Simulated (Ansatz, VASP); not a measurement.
## One calculation of W, two programs

Contents of INCAR:

```
  PREC = Accurate
  ENCUT = 520
  EDIFF = 1E-6
  ISMEAR = -1
  SIGMA = 0.05
  LREAL = F
  LASPH = T
  NELM = 100
  ALGO = Normal
  ISIF = 2
  LWAVE = F
  LCHARG = F
  NBANDS = 13
```

File KPOINTS:

```
Automatic mesh
0
Gamma
  7 7 7
```

File POSCAR:

```
W
1.0
   -1.5823450000      1.5823450000      1.5823450000
    1.5823450000     -1.5823450000      1.5823450000
    1.5823450000      1.5823450000     -1.5823450000
W
1
Direct
    0.0000000000      0.0000000000      0.0000000000
```

Contents of input.yaml:

```yaml
crystal:
  lattice:
    - [-1.582345, 1.582345, 1.582345]
    - [1.582345, -1.582345, 1.582345]
    - [1.582345, 1.582345, -1.582345]
  atoms:
    - { symbol: W, position: [0.0, 0.0, 0.0] }
hamiltonian:
  xc: lda
  pseudopotentials: { kind: paw }
kpoints:
  mp_grid: { grid: [7, 7, 7] }
scf:
  occupations: { method: fermi_dirac, width: 0.05 }
  n_extra_bands: 6
output:
  forces: true
  stress: true
  eigenvalues: true
  dos: { projected: true, de: 0.05, nscf_kmesh: { grid: [11, 11, 11] } }
```

Alike in both runs: functional LDA; k mesh 7 × 7 × 7; occupations fermi-dirac, width 0.05 eV; no spin polarisation.

|  | VASP | Ansatz |
| --- | --- | --- |
| version | VASP 6.6.1 | Ansatz 0.2.0 |
| potentials or method | VASP PAW LDA potentials, release 64 (W_sv) | Ansatz PAW |
| plane-wave cutoff (eV) | 520 | 420 |
| valence electrons in the cell | 14 | 14 |
| task | single point | projected density of states |

|  | VASP | Ansatz | Ansatz less VASP |
| --- | --- | --- | --- |
| gap on the k mesh at the Fermi level (eV) | none | none | - |
| pressure (GPa) | -6.6 | -8.3 | -1.62 |

A gap of «none» marks a metal or a gap that the smearing closes.

Caveats: the k mesh is coarse (spacing up to 0.40 Å⁻¹), so the values aren't converged; the PAW data sets come from PBE, with cores solved anew for the run's functional, which leaves a small shift of forces and pressure (Ansatz); the density of states is complete only up to the lowest level of the last band computed (Ansatz). The runs have no spin-orbit coupling, so splittings on W are missing.
